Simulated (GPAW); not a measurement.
Runs of GPAW 26.7.0 on MgS. Symmetry: F-43m, No. 216, cubic system. Conventional cell: a = 5.666 Å, b = 5.666 Å, c = 5.666 Å, α = 90.00°, β = 90.00°, γ = 90.00°. Around S (site symmetry -43m) lie 4 Mg at 2.45 Å. Mg (site symmetry -43m) is surrounded by 4 S at 2.45 Å. The cell comes from a database or a generator and needn't be the stable form of this composition.

```tsv
task	level	potentials or basis	smearing	response ecut	maxiter	response k mesh	response bands	kernels	gap on the mesh (eV)
dielectric tensor	PBE	GPAW PAW data sets (gpaw-data 1.2.1), pw	fermi-dirac 0.001 eV	80 eV	150	18 × 18 × 18	28	["RPA"]	3.45
single point	LDA	the program's PAW data sets (release 1.2.1) made for this functional, pw	fermi-dirac 0.05 eV	-	120	-	-	-	3.17
dielectric tensor	RPBE	the program's PAW data sets (release 1.2.1) made for this functional, pw	fermi-dirac 0.001 eV	80 eV	150	18 × 18 × 18	28	["RPA"]	3.67
dielectric tensor	AM05	PAW data sets generated in the run's folder for this functional, pw	fermi-dirac 0.001 eV	80 eV	150	18 × 18 × 18	28	["RPA"]	3.44
dielectric tensor	LDA	the program's PAW data sets (release 1.2.1) made for this functional, pw	fermi-dirac 0.001 eV	80 eV	150	18 × 18 × 18	28	["RPA"]	3.17
dielectric tensor	PBEsol	PAW data sets generated in the run's folder for this functional, pw	fermi-dirac 0.001 eV	80 eV	150	18 × 18 × 18	28	["RPA"]	(a)
```

Alike in all rows: no spin polarisation; cell as given; k mesh 7 × 7 × 7; cutoff (eV) 650.

Question: Estimate the missing entries.

Answer: (a) 3.28.

Caveats: the long-wavelength limit can be off by a per cent or two (some runs).

A k mesh can miss the band edges.
